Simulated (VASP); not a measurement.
# Te2Mo (P6_3/mmc) in VASP: settings compared, part 2 of 2

VASP 6.6.1. The steps go on from the part before.

### Step 3. Relaxation of cell and atoms, RPBE+D3(BJ)

INCAR reads:

```
PREC = Accurate
ENCUT = 600
EDIFF = 1E-6
ISMEAR = -1
SIGMA = 0.05
LREAL = F
LASPH = T
NELM = 80
ALGO = Normal
ISIF = 3
LWAVE = F
LCHARG = F
GGA = RP
IVDW = 12
IBRION = 2
NSW = 40
EDIFFG = -0.01
```

KPOINTS reads:

```
Automatic mesh
0
Gamma
  9 9 2
```

POSCAR reads:

```
Te2Mo
1.0
    3.5182000000      0.0000000000      0.0000000000
   -1.7591000000      3.0468505756      0.0000000000
    0.0000000000      0.0000000000     13.9736000000
Te Mo
4 2
Direct
    0.6666666667      0.3333333333      0.3790000000
    0.3333333333      0.6666666667      0.8790000000
    0.6666666667      0.3333333333      0.1210000000
    0.3333333333      0.6666666667      0.6210000000
    0.6666666667      0.3333333333      0.7500000000
    0.3333333333      0.6666666667      0.2500000000
```

Potentials or basis: VASP PAW PBE potentials, release 64 (Te, Mo_sv).

Run with:

```bash
> cat potpaw_PBE.64/Te/POTCAR potpaw_PBE.64/Mo_sv/POTCAR > POTCAR
> mpirun -np 1 vasp_std > vasp.out
```

OUTCAR:

```text
PREC = Accurate
   ENCUT = 600
   EDIFF = 1E-6
   ISMEAR = -1
   LREAL = F
   LASPH = T
   NELM = 80
   ISIF = 3
   GGA = RP
   IVDW = 12
   IBRION = 2
   NSW = 40
   EDIFFG = -0.01
 IVDW          = 12

 ion  position               nearest neighbor table
   1  0.667  0.333  0.379-   6 2.72   6 2.72   6 2.72   3 3.61
   2  0.333  0.667  0.879-   5 2.72   5 2.72   5 2.72   4 3.61
   3  0.667  0.333  0.121-   6 2.72   6 2.72   6 2.72   1 3.61
   4  0.333  0.667  0.621-   5 2.72   5 2.72   5 2.72   2 3.61
   5  0.667  0.333  0.750-   2 2.72   4 2.72   2 2.72   4 2.72   2 2.72   4 2.72
   6  0.333  0.667  0.250-   1 2.72   3 2.72   1 2.72   3 2.72   1 2.72   3 2.72

  LATTYP: Found a hexagonal cell.
 ALAT       =     3.5182000000
 C/A-ratio  =     3.9718037633

  Lattice vectors:

 A1 = (   3.5182000000,   0.0000000000,   0.0000000000)
 A2 = (  -1.7591000000,   3.0468505756,   0.0000000000)
 A3 = (   0.0000000000,   0.0000000000,  13.9736000000)

Analysis of symmetry for initial positions (statically):
=====================================================================
 Subroutine PRICEL returns:
 Original cell was already a primitive cell.

 Routine SETGRP: Setting up the symmetry group for a
 hexagonal supercell.

 Subroutine GETGRP returns: Found 24 space group operations
 (whereof 12 operations were pure point group operations)
 out of a pool of 24 trial point group operations.

The static configuration has the point symmetry D_3d.
 The point group associated with its full space group is D_6h.

Analysis of symmetry for dynamics (positions and initial velocities):
=====================================================================
 Subroutine PRICEL returns:
 Original cell was already a primitive cell.

 Routine SETGRP: Setting up the symmetry group for a
 hexagonal supercell.

 Subroutine GETGRP returns: Found 24 space group operations
 (whereof 12 operations were pure point group operations)
 out of a pool of 24 trial point group operations.

The dynamic configuration has the point symmetry D_3d.
 The point group associated with its full space group is D_6h.

 Subroutine INISYM returns: Found 24 space group operations
 (whereof 12 operations are pure point group operations),
[... 123 lines left out ...]
     AMIX_MAG =   1.60;   BMIX_MAG =  1.00
  volume/ion in A,a.u.               =      24.96       168.47
  Fermi-wavevector in a.u.,A,eV,Ry     =   1.150578  2.174277 18.011787  1.323829
  Thomas-Fermi vector in A             =   2.287241
   LORBIT       =      0    0 simple, 1 ext, 2 COOP (PROOUT), +10 PAW based schemes
   GGA     = RP    functional components
   LHFCALC =     F    Hartree Fock is set to
   AEXX    =    0.0000 exact exchange contribution
   IVDW    =    12    specifies the selected vdW correction
   LEPSILON=     F    determine dielectric tensor
   LRPA    =     F    only Hartree local field effects (RPA)
 conjugate gradient relaxation of ions
 non-spin polarized calculation
  energy-cutoff  :      600.00
  volume of cell :      149.79
 maximum number of plane-waves:      5038
   NGX = 15   NGY = 15   NGZ = 55

--------------------------------------- Ionic step        1  -------------------------------------------

 number of electron      52.0000001 magnetization

 Free energy of the ion-electron system (eV)
  ---------------------------------------------------
  ext. energy  EPLUGINS =         0.00000000
  ---------------------------------------------------
  free energy    TOTEN  =       -33.29692097 eV

  energy without entropy =      -33.29689921  energy(sigma->0) =      -33.29691009

 E-fermi :   8.6262     XC(G=0): -10.3529

 val. band max:        8.2473591344   @ k =   0.0000   0.0000   0.0000
 cond. band min:       9.0491791294   @ k =   0.2222   0.2222   0.0000
 fundamental gap:      0.8018199950
 Fermi energy:         8.6262442653

 k-point     1 :       0.0000    0.0000    0.0000
  band No.  band energies     occupation
      1     -52.5791      2.00000
      2     -52.5791      2.00000
      3     -26.7452      2.00000
      4     -26.7451      2.00000
      5     -26.6260      2.00000
      6     -26.6260      2.00000
[... 936 lines left out ...]
  FREE ENERGIE OF THE ION-ELECTRON SYSTEM (eV)
  ---------------------------------------------------
  free  energy   TOTEN  =       -50.9663627638 eV

  energy  without entropy=      -50.9662945497  energy(sigma->0) =      -50.96632866

[... ionic steps 4 to 21 ...]

--------------------------------------- Ionic step       22  -------------------------------------------

 number of electron      52.0000001 magnetization

------------------------ aborting loop because EDIFF is reached ----------------------------------------
[... 87 lines left out ...]
--------------------------------------- Ionic step       24  -------------------------------------------

 number of electron      52.0000001 magnetization

 Free energy of the ion-electron system (eV)
  ---------------------------------------------------
  ext. energy  EPLUGINS =         0.00000000
  ---------------------------------------------------
  free energy    TOTEN  =       -28.49684255 eV

  energy without entropy =      -28.48415892  energy(sigma->0) =      -28.49050073

 E-fermi :  13.8214     XC(G=0): -12.2677

 val. band max:       13.7966141170   @ k =   0.2222   0.2222   0.0000
 cond. band min:      13.9755927739   @ k =   0.2222   0.1111   0.0000
 fundamental gap:      0.1789786569
 Fermi energy:        13.8214253853

 k-point     1 :       0.0000    0.0000    0.0000
  band No.  band energies     occupation
      1     -47.0579      2.00000
      2     -47.0578      2.00000
      3     -21.4709      2.00000
      4     -21.4706      2.00000
      5     -20.9867      2.00000
      6     -20.9867      2.00000
[... 844 lines left out ...]
  FREE ENERGIE OF THE ION-ELECTRON SYSTEM (eV)
  ---------------------------------------------------
  free  energy   TOTEN  =       -52.7486484902 eV

  energy  without entropy=      -52.7359648590  energy(sigma->0) =      -52.74230667

 reached required accuracy - stopping structural energy minimisation
```

OSZICAR:

```text
N       E                     dE             d eps       ncg     rms          rms(c)
DAV:   1     0.453976151000E+03    0.45398E+03   -0.29165E+04  1688   0.168E+03
DAV:   2    -0.738998327618E+01   -0.46137E+03   -0.45267E+03  1827   0.374E+02
DAV:   3    -0.337333085242E+02   -0.26343E+02   -0.25765E+02  1918   0.741E+01
DAV:   4    -0.344210831331E+02   -0.68777E+00   -0.68520E+00  1845   0.117E+01
[... 247 lines left out ...]
DAV:   1    -0.284968950497E+02   -0.86620E-02   -0.16565E-03  1575   0.293E-01    0.642E-02
DAV:   2    -0.284968662500E+02    0.28800E-04   -0.55533E-04  1699   0.130E-01    0.491E-02
DAV:   3    -0.284968448311E+02    0.21419E-04   -0.10893E-04  1674   0.443E-02    0.139E-02
DAV:   4    -0.284968434696E+02    0.13615E-05   -0.83586E-06  1651   0.139E-02    0.100E-02
DAV:   5    -0.284968425496E+02    0.92002E-06   -0.27727E-06  1157   0.100E-02
  24 F= -.52748648E+02 E0= -.52742307E+02  d E =-.309176E-04
```

It took 42 min on 1 thread of Intel Xeon Platinum 8259CL at 2.50GHz (Skylake/Cascade Lake), shared host; peak memory 0.39 GiB.

What came out:

* Free energy: -52.7486 eV
* Relaxed volume: 17.88 Å³/atom
* Relaxed cell: a = 3.140 Å, b = 3.140 Å, c = 12.564 Å, α = 90.00°, β = 90.00°, γ = 120.00°
* Space group after relaxing (to 0.05 Å): P6_3/mmc (No. 194)
* Energy gained by relaxing: 554.1 meV/atom
* Ionic steps: 24
* Pressure after relaxing: 0.0 GPa
* Largest force after relaxing: 0.006 eV/Å
* Band gap on the k mesh: none (metal or under the smearing width)
* Dispersion energy per atom: -4.042 eV

Forces in eV/Å, atoms in the order of the input:
```
Te   0.000  0.000  0.006
Te   0.000  0.000  0.006
Te   0.000  0.000 -0.006
Te   0.000  0.000 -0.006
Mo   0.000  0.000  0.000
Mo   0.000  0.000  0.000
```

Step by step:
```tsv
step	energy change (eV)	largest force (eV/Å)	pressure (GPa)	volume (Å³)
1	0.0000	0.6159	-17.88	149.79
2	4.3670	11.1899	78.18	97.05
3	-1.5421	2.1689	-1.90	128.57
4	-1.5518	2.3605	-0.60	127.48
5	-2.4378	1.3280	0.55	117.15
6	-2.4566	1.1467	1.45	115.24
7	-2.8313	0.2895	-5.90	115.22
8	-2.9486	0.5646	-11.43	115.13
9	-3.0655	0.6209	-10.37	113.51
10	-3.1939	0.8964	-7.68	110.62
11	-3.2030	1.0653	-6.36	109.53
12	-3.2671	0.7459	-4.37	108.73
13	-3.3223	0.1088	-0.33	107.21
14	-3.3229	0.0337	0.15	107.04
15	-3.3229	0.0554	0.00	107.09
16	-3.3233	0.0514	-0.03	107.11
17	-3.3240	0.0409	-0.01	107.18
18	-3.3239	0.0184	-0.04	107.32
19	-3.3243	0.0310	-0.04	107.24
20	-3.3243	0.0170	0.05	107.21
21	-3.3243	0.0077	0.06	107.20
22	-3.3243	0.0053	0.12	107.19
23	-3.3243	0.0012	0.09	107.23
24	-3.3243	0.0062	0.05	107.26
```

Final structure:
```
Te Mo
1.0
     3.13965    0.00000    0.00000
    -1.56983    2.71902    0.00000
     0.00000    0.00000   12.56442
Te Mo
4 2
Direct
  0.66667 0.33333 0.40024
  0.33333 0.66667 0.90024
  0.66667 0.33333 0.09976
  0.33333 0.66667 0.59976
  0.66667 0.33333 0.75000
  0.33333 0.66667 0.25000
```

Levels at points of the mesh, in eV from the Fermi level:
```
           k point  band 22  band 23  band 24  band 25  band 26  band 27  band 28  band 29  band 30  band 31
(0.00, 0.00, 0.00)    -0.88    -0.76    -0.76    -0.21     0.27     3.50     3.50     3.53     3.53     4.23
(0.00, 0.00, 0.50)    -0.82    -0.82    -0.82    -0.03    -0.03     3.50     3.50     3.50     3.50     4.50
```

Caveat: the volume moved by over 15 % at a fixed basis, so the end points are rough; the PAW data sets were made with another functional, which shifts forces and pressure a little; the volume moved by -28 % from the deposited cell, more than functionals usually miss. The run has no spin-orbit coupling, so splittings on Te are missing.
